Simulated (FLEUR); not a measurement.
The system is BaTe.

```
Ba Te
1.0
     0.00000    3.41000    3.41000
     3.41000    0.00000    3.41000
     3.41000    3.41000    0.00000
Ba Te
1 1
Cartesian
  0.0000 0.0000 0.0000
  3.4100 3.4100 3.4100
```

| Quantity | Value |
| --- | --- |
| Program | FLEUR MaX-R8.1 (later development tree) |
| Task | single point |
| Functional | PBE |
| Potentials or basis | all-electron |
| Basis | FLAPW |
| Kmax | 4.1 1/bohr |
| k mesh | 7 × 7 × 7 |
| Occupations | fermi-dirac, width 0.05 eV |
| Spin | no spin polarisation |
| Gmax | 12.7 1/bohr |
| Muffin-tin radii | Ba 2.66, Te 2.66 bohr |
| lmax | Ba 11, Te 11 |
| Local orbitals a species | Ba 6, Te 6 |
| Max iterations | 60 |
| Mixing factor | 0.05 |
| Mixer | Anderson |
| Mixer history | 15 |
| Density convergence | 1e-05 me/bohr^3 |

On this cell: largest force zero by symmetry; band gap on the k mesh 1.48 eV, indirect (least direct gap 1.82 eV).

The same run follows on a disturbed copy (atoms moved at random, drawn with an rms of 0.05 Å):

```
Ba Te
1.0
     0.00000    3.41000    3.41000
     3.41000    0.00000    3.41000
     3.41000    3.41000    0.00000
Ba Te
1 1
Direct
  0.99596 0.00704 0.99271
  0.50453 0.50002 0.50713
```

**Question.** What changes?

**Answer.** The energy moves by +5.0 meV/atom; largest force 0.245 eV/Å; band gap on the k mesh 1.49 eV, indirect (least direct gap 1.83 eV).

Forces on the atoms (eV/Å):
```
Ba   0.073  0.233  0.015
Te  -0.073 -0.233 -0.015
```

Caveats: spin-orbit coupling is left out, which moves the levels of the heavy elements; an odd mesh through Γ misses points on the zone boundary, where band edges often lie.
